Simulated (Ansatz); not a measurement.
Crystal: Au.

```
CELL_PARAMETERS angstrom
0.00000 2.03500 2.03500
2.03500 0.00000 2.03500
2.03500 2.03500 0.00000
ATOMIC_POSITIONS crystal
Au 0.00000 0.00000 0.00000
```

Program: Ansatz 0.2.0. Alike in all runs: cell as given; smearing fermi-dirac 0.05 eV. Hardware: 2 threads of Arm Neoverse V1 (shared host).

**Question.** Order these runs on this cell by their wall time, lowest first.
A. task single point; level PBE; potentials or basis Ansatz PAW; spin off; k mesh 11 × 11 × 11; cutoff (eV) 500; mesh quality not flagged
B. task band structure; level LDA; potentials or basis Ansatz PAW; spin SOC, no magnetisation; k mesh 11 × 11 × 11; cutoff (eV) 420; points for each segment of the path 14; mesh quality not flagged
C. task band structure; level HSE03; potentials or basis Ansatz PAW; spin off; k mesh 6 × 6 × 6; cutoff (eV) 420; points for each segment of the path 4; mesh quality coarse
D. task band structure; level LDA; potentials or basis PseudoDojo standard (LDA files); spin off; k mesh 11 × 11 × 11; cutoff (eV) 1034; points for each segment of the path 14; mesh quality not flagged

**Answer.** A (0.67 s), D (3.1 s), B (7.7 s), C (52 s).

Caveats: some runs use coarse meshes.
